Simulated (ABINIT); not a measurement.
MgO in ABINIT: the effect of functional

Crystal: MgO.

```xyz
2
Lattice="2.9380 0.0000 0.0000 -1.4690 2.5444 0.0000 0.0000 0.0000 2.6797" Properties=species:S:1:pos:R:3 pbc="T T T"
Mg    0.0000    0.0000    0.0000
O     0.0000    1.6963    1.3398
```

Measurements of this composition are mostly on another form, of space group No. 225.

Alike in all runs:

| Property | Result |
| --- | --- |
| Program | ABINIT 10.8.3 (patched build) |
| Task | band structure |
| k mesh | 10 × 10 × 10 |
| Occupations | fermi-dirac, width 0.05 eV |
| Spin | no spin polarisation |

| functional | potentials or basis | cutoff | gap on the mesh (eV) |
| --- | --- | --- | --- |
| LDA | JTH PAW LDA v2.0 | 626 eV | 2.95 |
| PBEsol | JTH PAW PBE v2.0 | 626 eV | 2.93 |
| r2SCAN | JTH PAW PBE v2.0 | 762 eV | ? |
| TB-mBJ | JTH PAW LDA v2.0 | 762 eV | 5.33 |

Task: What does the run with functional r2SCAN give?

Result: gap on the mesh 3.80 eV.

Caveats: the constant c of TB-mBJ comes from the pseudo density here, which moves gaps by up to 0.3 eV between sets of potentials (some runs).

Runs at the PBE level aren't shown here.
